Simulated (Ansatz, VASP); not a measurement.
Two plane-wave programs on BaS

```
Ba S
1.0
     0.00000    3.19375    3.19375
     3.19375    0.00000    3.19375
     3.19375    3.19375    0.00000
Ba S
1 1
Direct
  0.00000 0.00000 0.00000
  0.50000 0.50000 0.50000
```

Alike in both runs: task band structure; functional r2SCAN; k mesh 7 × 7 × 7; occupations fermi-dirac, width 0.05 eV; no spin polarisation.

|  | VASP | Ansatz |
| --- | --- | --- |
| version | VASP 6.6.1 | Ansatz 0.2.0 |
| potentials or method | VASP PAW PBE potentials, release 64 (Ba_sv, S) | Ansatz PAW |
| plane-wave cutoff (eV) | 520 | 500 |
| valence electrons in the cell | 16 | 16 |

Ansatz gave:

| Quantity | Value |
| --- | --- |
| gap on the k mesh at the Fermi level (eV) | 2.61 |
| least direct gap on the mesh (eV) | 2.73 |
| gap along the band path (eV) | 2.55 |
| pressure (GPa) | 0.8 |

**Question.** What did VASP give for the same quantities?

**Answer.** gap on the k mesh at the Fermi level (eV): 2.53; least direct gap on the mesh (eV): 2.67; gap along the band path (eV): 2.46; pressure (GPa): 1.4.

Caveats: spin-orbit coupling is left out, which moves the levels of the heavy elements; the PAW data sets were made with another functional, which shifts forces and pressure a little (VASP); the k mesh misses the band edges, so the gap on the mesh is wider than the one along the path (Ansatz); the PAW data sets come from PBE, with cores solved anew for the run's functional, which leaves a small shift of forces and pressure (Ansatz). r2SCAN opens gaps a little over a GGA but as a rule still falls short of measured ones.
